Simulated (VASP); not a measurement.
**Mo: relaxation of cell and atoms with PBE+D3(BJ)**

The system is Mo.

```
CELL_PARAMETERS angstrom
-1.57342 1.57342 1.57342
1.57342 -1.57342 1.57342
1.57342 1.57342 -1.57342
ATOMIC_POSITIONS crystal
Mo 0.00000 0.00000 0.00000
```

```json
{"Program": "VASP 6.6.1", "Task": "relaxation of cell and atoms", "Functional": "PBE", "Dispersion": "D3(BJ)", "Potentials or basis": "VASP PAW PBE potentials, release 64 (Mo_sv)", "Cutoff": "600 eV", "k mesh": "16 × 16 × 16", "Occupations": "methfessel-paxton, width 0.1 eV", "Spin": "no spin polarisation", "Further INCAR settings": "ALGO = Normal; EDIFF = 1e-06; IBRION = 2; EDIFFG = -0.01; NSW = 90; ISIF = 3"}
```

```json
{
 "Relaxed volume": "15.36 Å³/atom",
 "Relaxed cell": "a = 2.712 Å, b = 2.712 Å, c = 2.712 Å, α = 109.47°, β = 109.47°, γ = 109.47°",
 "Space group after relaxing (to 0.05 Å)": "Im-3m (No. 229)",
 "Energy gained by relaxing": "2.8 meV/atom",
 "Ionic steps": "3",
 "Pressure after relaxing": "-0.1 GPa",
 "Band gap on the k mesh": "none (metal or under the smearing width)",
 "Dispersion energy per atom": "-0.727 eV"
}
```

The path:
| step | energy change (eV) | largest force (eV/Å) | pressure (GPa) | volume (Å³) |
| --- | --- | --- | --- | --- |
| 1 | 0.0000 | 0.0000 | -3.92 | 15.58 |
| 2 | 0.0205 | 0.0000 | 12.52 | 14.74 |
| 3 | -0.0028 | 0.0000 | -0.07 | 15.36 |

Final structure:
```
CELL_PARAMETERS angstrom
-1.56593 1.56593 1.56593
1.56593 -1.56593 1.56593
1.56593 1.56593 -1.56593
ATOMIC_POSITIONS crystal
Mo 0.00000 0.00000 0.00000
```

Levels at points of the mesh, in eV from the Fermi level:
```tsv
k point	band 3	band 4	band 5	band 6	band 7	band 8	band 9	band 10	band 11
(0.00, 0.00, 0.00)	-34.52	-34.52	-7.31	-1.41	-1.41	-1.41	1.68	1.68	14.84
(0.50, 0.00, 0.00)	-34.99	-34.53	-5.44	-3.50	1.68	1.72	2.37	4.86	11.98
(0.50, 0.50, 0.50)	-35.53	-35.53	-5.59	-5.59	4.07	4.07	4.07	9.19	9.19
```

Wall time 33 s on 1 thread of Intel(R) Xeon(R) Platinum 8259CL CPU @ 2.50GHz (Skylake/Cascade Lake), with other jobs on the host, peak memory 0.18 GiB.

Caveat: pairwise dispersion overbinds metals, which lowers pressure and volume.
